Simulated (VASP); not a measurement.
# Sc (P-1) in VASP: further runs

The runs below take Sc through single point, with PBEsol.

Everything below comes from runs of VASP 6.6.1. Logs are shortened: lines on timing, memory, paths and dates and some standing lists are left out, and cuts for length are marked.

### 1 The crystal as given

The typed cell holds 1 atom: a = 3.202 Å, b = 3.216 Å, c = 3.226 Å, α = 61.44°, β = 61.31°, γ = 62.16°.

This isn't the form of Sc at room conditions, which is hcp.

### 2 Single point, PBEsol

File INCAR:

```
SYSTEM = Sc
  PREC = Accurate
  ENCUT = 400
  EDIFF = 1E-6
  ISMEAR = 1
  SIGMA = 0.05
  LREAL = .FALSE.
  LASPH = .TRUE.
  NELM = 100
  ALGO = Normal
  ISIF = 2
  LWAVE = .FALSE.
  LCHARG = .FALSE.
  GGA = PS
  ADDGRID = .FALSE.
```

File KPOINTS:

```
regular mesh
0
G
  6 6 6
  0 0 0
```

File POSCAR:

```
Sc
1.0
    3.2019616822      0.0000000000      0.0000000000
    1.5021078373      2.8441406042      0.0000000000
    1.5489936237      0.9264468030      2.6741812389
Sc
1
Direct
    0.0000000000      0.0000000000      0.0000000000
```

Potentials or basis: VASP PAW PBE potentials, release 64 (Sc_sv).

On the command line:

```bash
> cat potpaw_PBE.64/Sc_sv/POTCAR > POTCAR
> mpirun -np 1 vasp_std > vasp.out
```

OUTCAR:

```text
SYSTEM = Sc
   PREC = Accurate
   ENCUT = 400
   EDIFF = 1E-6
   ISMEAR = 1
   LREAL = .FALSE.
   LASPH = .TRUE.
   NELM = 100
   ISIF = 2
   GGA = PS

 Found    112 irreducible k-points:

 Following reciprocal coordinates:
            Coordinates               Weight
  0.000000  0.000000  0.000000      1.000000
  0.166667  0.000000 -0.000000      2.000000
  0.333333  0.000000  0.000000      2.000000
  0.500000  0.000000  0.000000      1.000000
  0.000000  0.166667 -0.000000      2.000000
  0.166667  0.166667 -0.000000      2.000000
   k-points           NKPTS =    112   k-points in BZ     NKDIM =    112   number of bands    NBANDS=      9
   number of dos      NEDOS =    301   number of ions     NIONS =      1
   total plane-waves  NPLWV =  13824
   dimension x,y,z NGX =    24 NGY =   24 NGZ =   24
   dimension x,y,z NGXF=    48 NGYF=   48 NGZF=   48
   ions per type =               1
   NGX,Y,Z   is equivalent  to a cutoff of  12.46, 12.40, 12.37 a.u.
   NGXF,Y,Z  is equivalent  to a cutoff of  24.92, 24.81, 24.73 a.u.
 SYSTEM =  Sc
   PREC   = accura    normal or accurate (medium, high low for compatibility)
   ISTART =      0    job   : 0-new  1-cont  2-samecut
   ICHARG =      2    charge: 1-file 2-atom 10-const
   ISPIN  =      1    spin polarized calculation?
   LNONCOLLINEAR =      F non collinear calculations
   LSORBIT =      F    spin-orbit coupling
   LASPH  =      T    aspherical Exc in radial PAW
   ENCUT  =  400.0 eV  29.40 Ry    5.42 a.u.   5.22  5.25  5.26*2*pi/ulx,y,z
   NELM   =    100;   NELMIN=  2; NELMDL= -5     # of ELM steps
   EDIFF  = 0.1E-05   stopping-criterion for ELM
   LREAL  =      F    real-space projection
   EDIFFG = 0.1E-04   stopping-criterion for IOM
   NSW    =      0    number of steps for IOM
   IBRION =     -1    ionic relax: 0-MD 1-quasi-New 2-CG
   NFREE  =      0    steps in history (QN), initial steepest desc. (CG)
   ISIF   =      2    stress and relaxation
   ISYM   =      2    0-nonsym 1-usesym 2-fastsym
   POTIM  = 0.5000    time-step for ionic-motion
   TEBEG  =    0.0;   TEEND  =   0.0 temperature during run
   PSTRESS=    0.0 pullay stress
   NELECT =      11.0000    total number of electrons
   NUPDOWN=      -1.0000    fix difference up-down
   EMIN   =  10.00;   EMAX   =-10.00  energy-range for DOS
   EFERMI =   0.00;   METHOD = LEGACY
   ISMEAR =     1;   SIGMA  =   0.05  broadening in eV -4-tet -1-fermi 0-gaus
   EFERMI_NEDOS =   21; number of points for ismear=-14 and -15
   IALGO  =     38    algorithm
   IMIX   =      4    mixing-type and parameters
     AMIX     =   0.40;   BMIX     =  1.00
     AMIX_MAG =   1.60;   BMIX_MAG =  1.00
  volume/ion in A,a.u.               =      24.35       164.34
  Fermi-wavevector in a.u.,A,eV,Ry     =   1.256087  2.373660 21.466653  1.577755
  Thomas-Fermi vector in A             =   2.389812
   LORBIT       =      0    0 simple, 1 ext, 2 COOP (PROOUT), +10 PAW based schemes
   GGA     = PS    functional components
   LHFCALC =     F    Hartree Fock is set to
   AEXX    =    0.0000 exact exchange contribution
   IVDW    =     0    specifies the selected vdW correction
   LEPSILON=     F    determine dielectric tensor
   LRPA    =     F    only Hartree local field effects (RPA)
 non-spin polarized calculation
 Methfessel and Paxton  Order N= 1 SIGMA  =   0.05
  energy-cutoff  :      400.00
  volume of cell :       24.35
 maximum number of plane-waves:       454
 NGX is ok and might be reduce to    24
   NGX = 11   NGY = 11   NGZ = 11

 number of electron      11.0000001 magnetization

 Free energy of the ion-electron system (eV)
  ---------------------------------------------------
  ext. energy  EPLUGINS =         0.00000000
  ---------------------------------------------------
  free energy    TOTEN  =        -6.55819874 eV

  energy without entropy =       -6.55727730  energy(sigma->0) =       -6.55789160

 E-fermi :   3.7168     XC(G=0): -10.0381

 val. band max:        3.7131243114   @ k =   0.1667   0.5000   0.3333
 cond. band min:       3.7197745632   @ k =   0.5000   0.5000   0.3333
 fundamental gap:      0.0066502518
 Fermi energy:         3.7168039653

 k-point     1 :       0.0000    0.0000    0.0000
  band No.  band energies     occupation
      1     -45.4997      2.00000
      2     -24.0069      2.00000
      3     -23.9996      2.00000
      4     -23.9806      2.00000
      5      -1.5159      2.00000
      6       5.1285      0.00000
      7       5.2117      0.00000
      8       5.5060      0.00000
      9       6.6508      0.00000

 k-point     2 :       0.1667    0.0000   -0.0000
  band No.  band energies     occupation
      1     -45.4844      2.00000
      2     -24.1038      2.00000
      3     -24.0169      2.00000
      4     -23.9982      2.00000
      5      -0.8343      2.00000
      6       4.7785      0.00000
      7       5.3393      0.00000
      8       5.6450      0.00000
      9       6.5860      0.00000

 k-point     3 :       0.3333    0.0000    0.0000
  band No.  band energies     occupation
      1     -45.4532      2.00000
      2     -24.3107      2.00000
      3     -24.0378      2.00000
      4     -24.0282      2.00000
      5       0.8246      2.00000
      6       4.0905     -0.00000
      7       5.2230      0.00000
      8       5.5239      0.00000
      9       7.0474      0.00000

 k-point     4 :       0.5000    0.0000    0.0000
  band No.  band energies     occupation
      1     -45.4376      2.00000
      2     -24.4118      2.00000
      3     -24.0486      2.00000
      4     -24.0427      2.00000
      5       1.8904      2.00000
      6       3.9089     -0.00000
      7       5.0417      0.00000
      8       5.3484      0.00000
      9       7.5893      0.00000

 k-point     5 :       0.0000    0.1667   -0.0000
  band No.  band energies     occupation
      1     -45.4850      2.00000
      2     -24.1069      2.00000
      3     -24.0122      2.00000
      4     -23.9961      2.00000
      5      -0.8428      2.00000
      6       4.7438      0.00000
      7       5.3539      0.00000
      8       5.6453      0.00000
      9       6.5999      0.00000

 k-point     6 :       0.1667    0.1667   -0.0000
  band No.  band energies     occupation
      1     -45.4780      2.00000
      2     -24.1059      2.00000
      3     -24.0414      2.00000
      4     -24.0229      2.00000
      5      -0.5859      2.00000
      6       4.6268     -0.00000
      7       5.5627      0.00000
      8       5.7679      0.00000
      9       6.0713      0.00000

 [... further k-points ...]

------------------------ aborting loop because EDIFF is reached ----------------------------------------

  FORCE on cell =-STRESS in cart. coord.  units (eV):
  Direction    XX          YY          ZZ          XY          YZ          ZX
  --------------------------------------------------------------------------------------
  -------------------------------------------------------------------------------------
  Total       -0.1005561     -0.3396409     -0.3038868      0.1362040      0.0958667      0.1024618
  in kB       -6.6154752    -22.3445976    -19.9923717      8.9607070      6.3069661      6.7408473
  external PRESSURE =     -16.3174815 kB  Pullay stress =       0.0000000 kB

 VOLUME and BASIS-vectors are now :
 -----------------------------------------------------------------------------
  energy-cutoff  :      400.00
  volume of cell :       24.35
      direct lattice vectors                 reciprocal lattice vectors
     3.201961682  0.000000000  0.000000000     0.312308547 -0.164943011 -0.123758636
     1.502107837  2.844140604  0.000000000     0.000000000  0.351600058 -0.121808778
     1.548993624  0.926446803  2.674181239     0.000000000  0.000000000  0.373946233

 POSITION                                       TOTAL-FORCE (eV/Angst)
 -----------------------------------------------------------------------------------
      0.00000      0.00000      0.00000         0.000000      0.000000      0.000000
 -----------------------------------------------------------------------------------
    total drift:                                0.000000     -0.000000      0.000000

  FREE ENERGIE OF THE ION-ELECTRON SYSTEM (eV)
  ---------------------------------------------------
  free  energy   TOTEN  =        -6.5581987433 eV

  energy  without entropy=       -6.5572772994  energy(sigma->0) =       -6.55789160
```

Wall time 7.1 s (1 thread of Intel Xeon 6975P-C (Granite Rapids), shared host); peak memory 0.14 GiB.

These settings aren't checked as converged: the numbers below hold their error.

What came out:

| Item | Value |
| --- | --- |
| Free energy | -6.5582 eV |
| Pressure | -1.6 GPa |
| Band gap on the k mesh | none (metal or under the smearing width) |

Caveat: the k mesh is coarse (spacing up to 0.39 Å⁻¹), so the values aren't converged; the PAW data sets were made with another functional, which shifts forces and pressure a little.

### 3 Single point, PBEsol

Edit INCAR of step 2 so:

```diff
@@ -5,3 +5,3 @@
   ISMEAR = 1
-  SIGMA = 0.05
+  SIGMA = 0.02
   LREAL = .FALSE.
```

KPOINTS is that of step 2.

POSCAR is that of step 2.

Potentials or basis: VASP PAW PBE potentials, release 64 (Sc_sv).

On the command line:

```bash
> cat potpaw_PBE.64/Sc_sv/POTCAR > POTCAR
> mpirun -np 1 vasp_std > vasp.out
```

Run time: 6.8 s. Hardware: 1 thread of Intel Xeon 6975P-C (Granite Rapids), shared host; peak memory 0.14 GiB.

These settings aren't checked as converged: the numbers below hold their error.

Results:

```yaml
Free_energy: -6.5578 eV
Pressure: -1.7 GPa
Band_gap_on_the_k_mesh: none (metal or under the smearing width)
```

Caveat: the k mesh is coarse (spacing up to 0.39 Å⁻¹), so the values aren't converged; the PAW data sets were made with another functional, which shifts forces and pressure a little.

### 4 Single point, PBEsol

Edit INCAR of step 3 so:

```diff
@@ -1,3 +1,3 @@
 SYSTEM = Sc
-  PREC = Accurate
+  PREC = Low
   ENCUT = 400
@@ -5,3 +5,3 @@
   ISMEAR = 1
-  SIGMA = 0.02
+  SIGMA = 0.2
   LREAL = .FALSE.
```

KPOINTS is that of step 3.

POSCAR is that of step 3.

On the command line:

```bash
> cat potpaw_PBE.64/Sc_sv/POTCAR > POTCAR
> mpirun -np 1 vasp_std > vasp.out
```

It took 3.3 s on 1 thread of Intel Xeon 6975P-C (Granite Rapids), shared host; peak memory 0.11 GiB.

The run converged, but some of its settings lie outside the range that counts as converged, so its numbers aren't taken as properties of the crystal.

Results:

```yaml
Free_energy: -6.5599 eV
Pressure: -1.6 GPa
Band_gap_on_the_k_mesh: none (metal or under the smearing width)
```

Caveat: the k mesh is coarse (spacing up to 0.39 Å⁻¹), so the values aren't converged; the PAW data sets were made with another functional, which shifts forces and pressure a little.

### 5 The reference run

An earlier run on the cell as given: functional PBE; potentials or basis VASP PAW PBE potentials, release 64 (Sc_sv); cutoff 520 eV; k mesh 10 × 10 × 10; occupations fermi-dirac, width 0.05 eV; no spin polarisation.

* Pressure: 0.8 GPa
* Band gap on the k mesh: none (metal or under the smearing width)
